## Cell volume of silicon carbide with twelve density functionals

The volume change is the difference between the volume of the relaxed crystal and that of the supplied cell, in percent of the supplied volume. For each functional, cubic silicon carbide was relaxed at zero applied pressure by plane-wave density-functional theory. The relaxed length a is an edge of the primitive cell. The three edges stay equal in every row, so each row holds one independent result. The zero of the scale is the supplied cell, not a measured crystal.

VASP 6.6.1 plane-wave PAW calculations for cubic SiC (two-atom primitive cell), with cell and atoms relaxed, a 600 eV cutoff, a 10 × 10 × 10 k-point mesh and Fermi–Dirac smearing of 0.05 eV. No spin polarisation or separate dispersion correction was used. Volume changes are relative to the supplied cell; a is the primitive-cell edge.

| functional | potentials | volume change (%) | relaxed length a (Å) |
| --- | --- | --- | --- |
| LDA | VASP-PAW-LDA-potentials,-recommended | -1.880 | 3.062 |
| PBEsol | VASP-PAW-PBE-potentials,-recommended | 0.000 | 3.082 |
| revPBE | VASP-PAW-PBE-potentials,-recommended | 2.410 | 3.106 |
| BLYP | VASP-PAW-PBE-potentials,-recommended | 4.010 | 3.122 |
| r2SCAN | VASP-PAW-PBE-potentials,-recommended | -0.270 | 3.079 |
| BEEF-vdW | VASP-PAW-PBE-potentials,-recommended | 0.940 | 3.091 |
| PW91 | VASP-PAW-PBE-potentials,-recommended | 1.490 | 3.097 |
| optB86b-vdW | VASP-PAW-PBE-potentials,-recommended | 1.030 | 3.092 |
| optB88-vdW | VASP-PAW-PBE-potentials,-recommended | 1.520 | 3.097 |
| rev-vdW-DF2 | VASP-PAW-PBE-potentials,-recommended | 0.930 | 3.091 |
| vdW-DF | VASP-PAW-PBE-potentials,-recommended | 3.500 | 3.117 |
| vdW-DF2 | VASP-PAW-PBE-potentials,-recommended | 4.710 | 3.129 |

### Size and order of the effect

The choice of functional moves the volume by 6.6 percentage points, from LDA at the small end to vdW-DF2 at the large end; the LDA value also includes the effect of its different potentials. In length this is about 2 %, because a small change in volume is three times the change in edge. The conventional cube edge runs from 4.33 to 4.43 Å. For a covalent crystal as stiff as this one, that is a large disagreement: with a bulk modulus of roughly 220 GPa, each percent of volume corresponds to about 2 GPa of pressure. A cell relaxed with one functional and then used with another can therefore start under considerable strain.

The order does not follow the usual ladder from simple to elaborate functionals. Nor does it separate functionals with dispersion from those without. Six rows contain a nonlocal correlation term that describes dispersion, although no separate dispersion correction was added. Their volume changes run from 0.93 % for rev-vdW-DF2 to 4.71 % for vdW-DF2, so the presence of this term does not fix the cell size.

What does order much of the table is the exchange part of the functional, above all how strongly it rewards an uneven electron density. The correlation part also shifts the result, by about one percentage point in the closest comparisons below and by more in BLYP.

### Why steep exchange makes a larger crystal

LDA treats each small region of the crystal as if it belonged to a uniform electron gas of the same density. A gradient-corrected functional also asks how quickly the density varies there. The measure is the reduced gradient

$$s=\frac{|\nabla n|}{2(3\pi^2)^{1/3}n^{4/3}},$$

where $n$ is the electron density. The local exchange energy of the uniform gas is multiplied by an enhancement factor $F_x(s)$, which equals one in LDA and, at moderate gradients, grows with $s$ in the gradient-corrected functionals compared below.

When the crystal expands, the overlap between neighbouring atoms weakens and the density between them thins. The gradient shrinks there too, but the density stands in the denominator of $s$ with a power larger than one. If both fall by the same factor, $s$ still rises. A uniform stretch of the whole density would leave $s$ unchanged; it is expected to rise because the atoms keep their size while the bonds lengthen. The edge of the atomic core, where $s$ can exceed one, is expected to contribute as well, since the valence density there also thins on expansion. Exchange energy is negative, and a larger factor makes it more negative. Expansion thus earns an extra lowering of the energy, and the minimum moves to a larger volume.

The steepness of $F_x$ decides how large this reward is. A constant added to $F_x$ everywhere is expected to act the opposite way: it strengthens local exchange, which favours high density and a small cell. The reward comes from the change of the factor as the atoms move apart. This is an argument from theory: the electron densities themselves were not analysed here. The comparisons below test whether the order of the volumes agrees with it.

### A simple estimate of the steepness

The exchange used in revPBE and vdW-DF serves as a worked example. Its enhancement factor is

$$F_x(s)=1+\frac{\mu s^2}{1+\mu s^2/\kappa},$$

with $\mu$ about 0.22 and $\kappa$ about 1.2. At $s=1$ the gain over the uniform gas is $0.22/(1+0.22/1.2)$, or 18.6 %. At $s=0.5$ the term $\mu s^2$ is 0.055 and the gain is 5.3 %. Between these two gradients the gain therefore rises by 13.3 percentage points.

The same steps, with the formula that belongs to each functional, give the following values. No volume from the calculations enters them. The range from 0.5 to 1 is only a yardstick for steepness and was not derived from the density of this crystal. Much of the bonding density is expected to lie at smaller $s$, and the edge of the core at larger $s$.

| Functional | Nonlocal correlation | Gain at $s=0.5$ (%) | Gain at $s=1$ (%) | Rise (points) |
|---|---|---:|---:|---:|
| optB86b-vdW | vdW-DF type | 3.0 | 11.2 | 8.2 |
| optB88-vdW | vdW-DF type | 4.6 | 14.6 | 10.0 |
| vdW-DF | vdW-DF type | 5.3 | 18.6 | 13.3 |
| rev-vdW-DF2 | vdW-DF2 type | 3.0 | 10.9 | 7.9 |
| vdW-DF2 | vdW-DF2 type | 6.4 | 22.1 | 15.7 |

### Changing exchange while correlation stays fixed

The first three functionals in this list share the same correlation and differ only in exchange. Their volumes increase in the order of steepness: optB86b-vdW, optB88-vdW, vdW-DF. From the first to the last the cell grows by 2.47 percentage points. Since nothing else in the functional changes, this growth is an effect of exchange.

The last two functionals form a second such family, and the contrast is stronger. Replacing the soft exchange of rev-vdW-DF2 by the steep exchange of vdW-DF2 enlarges the cell by 3.78 percentage points. This one replacement accounts for more than half the spread of the whole table. It also explains why two functionals with closely related names and the same nonlocal correlation lie so far apart.

The estimate gives the order within each family but not the size of the steps. From optB86b-vdW to optB88-vdW the rise in gain increases by 1.8 points and the volume by 0.49 points. From optB88-vdW to vdW-DF the rise increases by 3.3 points, less than twice as much, yet the volume grows by 1.98 points, about four times as much. Two sampled gradients cannot stand for the whole crystal, where $s$ varies from place to place and responds differently to expansion. The formulas suggest one reason for the uneven steps. Between $s=1$ and $s=2$ the curves of optB86b-vdW and optB88-vdW are expected to climb about equally, while that of vdW-DF climbs faster; at still larger gradients it levels off and loses this lead. Regions with such gradients would widen the second step but hardly the first. A quantitative prediction would need the actual density at several volumes.

### Changing correlation while exchange stays fixed

The functionals revPBE and vdW-DF use identical exchange. Going from the first to the second replaces PBE correlation by local correlation plus the nonlocal term. The cell becomes larger by 1.09 percentage points. At first sight this is puzzling, because dispersion is an attraction and should draw atoms together.

A likely answer lies in what is removed at the same time. PBE correlation contains a gradient correction that weakens correlation where the density is uneven. It therefore works against expansion, opposite to the gradient correction in exchange. The replacement takes away this restraint and adds the nonlocal term, which is expected to pull the cell in, but by less than the restraint it replaces. The calculation gives only the net result, which is expansion; it does not give the two contributions separately.

PBEsol and optB86b-vdW offer a second, less exact comparison. Their exchange gains are nearly the same over the range considered, and again the functional with nonlocal correlation has the larger cell, by 1.03 percentage points. Above $s=1$ the exchange of optB86b-vdW climbs faster than that of PBEsol, so part of this step is expected to come from exchange. The PBEsol run kept the supplied cell unchanged with a small residual pressure, which corresponds to only about 0.02 % in volume. The step is thus far larger than this imperfection.

Together these four functionals form an approximate square. Passing from soft to steep exchange enlarges the cell by 2.41 points between PBEsol and revPBE, and by 2.47 points between optB86b-vdW and vdW-DF. The close agreement is no test of additivity. PBEsol has softer exchange than optB86b-vdW at larger gradients, which lengthens the first step, and a weaker gradient term in its correlation than revPBE, which shortens it; the two differences are expected largely to cancel.

### Rows that need a separate explanation

**LDA** has the smallest cell, 1.88 % below the supplied volume. Its exchange contains no reward for an uneven density, and its correlation no restraint against one; since the reward is expected to outweigh the restraint, the mechanism places it at this end. Its tendency to bind solids too tightly is well known. It is also the only row with potentials made for LDA, whereas all others use PBE potentials. The part of the contraction that comes from this change of potentials was not determined. None of the other rows uses PBE itself, so their potentials are borrowed from a related functional. This is expected to matter less than the main steps discussed above, but it was not tested.

**BLYP** shows that exchange alone cannot explain every row. Its exchange gain rises from 5.6 % to 17.4 % between the two gradients, slightly less steeply than that of revPBE. Yet its cell is larger than that of revPBE by 1.60 percentage points. Below $s=0.5$ it is slightly the steeper of the two, but the curves are too close to account for such a step. The difference therefore points to its correlation part, LYP, which is expected to restrain expansion much less than the gradient term of PBE correlation; as in vdW-DF the restraint is largely lost, and here no nonlocal term makes up for it.

**r2SCAN** gives a slightly smaller cell than PBEsol, with a volume change of −0.27 %. It uses the kinetic-energy density in addition to the density and its gradient. This lets it distinguish a covalent bond from other regions that have the same $s$. A single curve $F_x(s)$ cannot describe its exchange, and the present comparison does not show which ingredient sets its volume.

**PW91 and BEEF-vdW** lie in the middle of the table. PW91 has exchange similar to that of PBE at moderate gradients, which is softer than revPBE exchange, and its smaller cell fits that picture. BEEF-vdW combines an exchange curve and a mixture of correlation terms that were optimised together. Neither has a partner here that differs in only one part, so their positions cannot be divided into exchange and correlation. BEEF-vdW and rev-vdW-DF2 differ by only 0.01 points, and PW91 and optB88-vdW by 0.03 points; these pairs should be read as equal.

### Use of the result

To place another gradient-corrected functional for this crystal, its exchange curve should first be compared with those of functionals that have the same correlation. The steeper curve at moderate gradients suggests the larger cell. A change of correlation must then be considered separately, since replacing PBE correlation by the vdW-DF form moved the volume by 1.09 points in the one exact pair, and LYP appears to move it further. The name of a functional, or the fact that it includes dispersion, is a poor guide to either part.

The order of the volumes is not an order of accuracy. The calculations describe a static crystal, without zero-point motion or thermal expansion, both of which enlarge a real one slightly. A volume change close to zero means agreement with the supplied cell only. When several calculations on this crystal are combined, the safer course is to relax the crystal with the same functional that is used for the later steps, so that differences between functionals are not mistaken for physical strain.
